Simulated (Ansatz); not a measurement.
**Ti: lifting an adatom of O**

Ti, P6_3/mmc, a = 2.936 Å, c = 4.636 Å. Ansatz: r2SCAN, PAW, 500 eV, Γ-centred 12×12×1 mesh on 4 atoms, Gaussian smearing 0.10 eV; no spin polarisation. One O atom per 1×1 cell of the (001) face (slab of 3 planes, Ti on top, held rigid) is raised along the normal at one place in the plane; the height is over the top plane, neighbouring adatoms stand 2.94 Å apart, and y is the energy over the lowest row.

| height (Å) | y (eV) | force (eV/Å) |
| --- | --- | --- |
| 0.50 | 3.656 | 12.24 |
| 0.75 | 1.106 | 7.55 |
| 1.05 | 0.000 | 0.00 |
| 1.35 | 0.822 | -4.89 |
| 1.75 | 3.221 | -6.18 |
| 2.25 | 5.744 | -3.98 |
| 3.05 | ? | ? |
| 4.05 | 9.068 | -0.51 |

Fit a Morse curve y = D[1 − e^(−α(z − z0))]² to the other rows, give the force constant, and predict the missing row.

Least squares gives D = 9.953 eV, α = 1.048 1/Å, z0 = 0.9601 Å; the force constant is 2Dα² = 21.86 eV/Å². The computed force vanishes near 1.05 Å, not at z0, so the tail has pulled the fit off the well. At z = 3.05: e^(−α(z − z0)) = 0.1119, y = 7.850 eV and the force −2Dα e(1 − e) = -2.07 eV/Å (computed -1.86). The run gave 8.010 eV, so the fit is 0.160 eV too low, within the rms miss on the fitted rows (0.259 eV). D is the plateau of the fit; the highest row has reached 91 % of it, and without spin the far atom lies too high, so D overstates the binding.

D is per atom of a whole layer, whose work function moves by 3.6 eV on lifting as it takes charge, so it isn't the binding of a lone atom.

Cost: 8 runs of about 9.1 core-minutes in all, on AMD EPYC 7R43 (Zen 3) (shared hosts).